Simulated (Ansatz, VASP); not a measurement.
Cu: VASP beside Ansatz

File INCAR:

```
SYSTEM = Cu
PREC = Accurate
ENCUT = 520
EDIFF = 1E-6
ISMEAR = -1
SIGMA = 0.06
LREAL = .FALSE.
LASPH = .TRUE.
NELM = 60
ALGO = Normal
ISIF = 2
LWAVE = .FALSE.
LCHARG = .FALSE.
GGA = PS
NBANDS = 12
```

Contents of KPOINTS:

```
Automatic mesh
0
G
  12 12 12
  0 0 0
```

The input POSCAR:

```
Cu
1.0
    0.0000000000      1.7360710000      1.7360710000
    1.7360710000      0.0000000000      1.7360710000
    1.7360710000      1.7360710000      0.0000000000
Cu
1
Direct
    0.0000000000      0.0000000000      0.0000000000
```

Input for Ansatz:

```yaml
crystal:
  atoms:
  - position: [0.0, 0.0, 0.0]
    symbol: Cu
  lattice:
  - [0.0, 1.736071, 1.736071]
  - [1.736071, 0.0, 1.736071]
  - [1.736071, 1.736071, 0.0]
hamiltonian:
  dispersion: none
  pseudopotentials:
    kind: all_electron
    lapw: {}
    relativity: scalar
  xc: pbesol
kpoints:
  mp_grid:
    grid: [12, 12, 12]
    shift: [0, 0, 0]
magnetization: {spin_polarized: false}
output: {forces: true, stress: true}
scf:
  occupations: {method: fermi_dirac, width: 0.06}
```

Alike in both runs: task single point; functional PBEsol; k mesh 12 × 12 × 12; occupations fermi-dirac, width 0.06 eV; no spin polarisation.

|  | VASP | Ansatz |
| --- | --- | --- |
| version | VASP 6.6.1 | Ansatz 0.2 development build |
| potentials or method | VASP PAW PBE potentials, release 64 (Cu) | all-electron full-potential LAPW, scalar-relativistic |
| plane-wave cutoff (eV) | 520 | see its input |

Ansatz gave:

| Item | Value |
| --- | --- |
| pressure (GPa) | 15.9 |

**Question.** What did VASP give for the same quantities?

**Answer.** Pressure (GPa): 16.6.

Ansatz ran all-electron here, so the differences hold the error of VASP's frozen core and of both bases.

Caveats: so large a pressure means that the cell lies far from this level's equilibrium, or that cutoff or potentials fall short (VASP); the potentials were made for another functional, which shifts forces and pressure (VASP).
